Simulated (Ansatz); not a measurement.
# MgO: the cost of one run

Program: Ansatz 0.2.0. Level of theory: DFT PBEsol, scalar-relativistic, plane waves, PAW. These are calculated values, not measurements.

The COD cell was measured well above room temperature, so it is larger than a cold one.

## 1. Starting point

It takes space group Fm-3m (No. 225, cubic). The conventional cell has a = 4.270 Å, b = 4.270 Å, c = 4.270 Å, α = 90.00°, β = 90.00°, γ = 90.00°. Mg (site symmetry m-3m) is surrounded by 6 O at 2.14 Å. O (site symmetry m-3m) is surrounded by 6 Mg at 2.14 Å.

Coordinates:

```cif
data_structure
_symmetry_space_group_name_H-M 'P 1'
_symmetry_Int_Tables_number 1
_cell_length_a 3.0196
_cell_length_b 3.0196
_cell_length_c 3.0196
_cell_angle_alpha 60.000
_cell_angle_beta 60.000
_cell_angle_gamma 60.000
_cell_volume 19.47
loop_
_atom_site_label
_atom_site_type_symbol
_atom_site_fract_x
_atom_site_fract_y
_atom_site_fract_z
_atom_site_occupancy
Mg1 Mg 0.00000 0.00000 0.00000 1
O1 O 0.50000 0.50000 0.50000 1
```

No relaxation comes first: the listed cell is the starting point.

## 2. The reference cell

The reference gives a free energy of -2475.8573 eV, pressure -5.76 GPa, largest force 0.000 eV/Å and gap on the mesh 4.25 eV. It was computed beforehand with the settings of the runs below.

## 3. Setting up a strain scan

The cell is strained by ε times the Voigt pattern (1, 0, 0, 0, 0, 0) (xx, yy, zz, yz, xz, xy; engineering shear), with fractional coordinates fixed (clamped ions). The stress on the pattern is the sum of the stress components weighted by it, tension positive.

## 4. ε = -0.0600

Input file input.yaml:

```yaml
crystal:
  lattice:
    - [0.0, 2.13515, 2.13515]
    - [2.007041, 0.0, 2.13515]
    - [2.007041, 2.13515, 0.0]
  atoms:
    - { symbol: Mg, position: [0.0, 0.0, 0.0] }
    - { symbol: O, position: [0.5, 0.5, 0.5] }
basis:
  ecutwfc: 420
kpoints:
  mp_grid: { grid: [10, 10, 10] }
hamiltonian:
  xc: pbesol
scf:
  occupations: { method: gaussian, width: 0.05 }
output:
  forces: true
  stress: true
  eigenvalues: true
  write_density: true
  write_potential: true
  elf: true
  volumetric_format: npy
```

Command:

```console
$ ansatz run input.yaml --threads 1 --pin off --max-ram 2560MiB --backend cpu --events-out ev --progress --plain --runs-dir out
```

What time and memory should one allow on 1 thread of Arm Neoverse V2, shared host?

About 1.7 s, with a peak of 0.27 GiB.
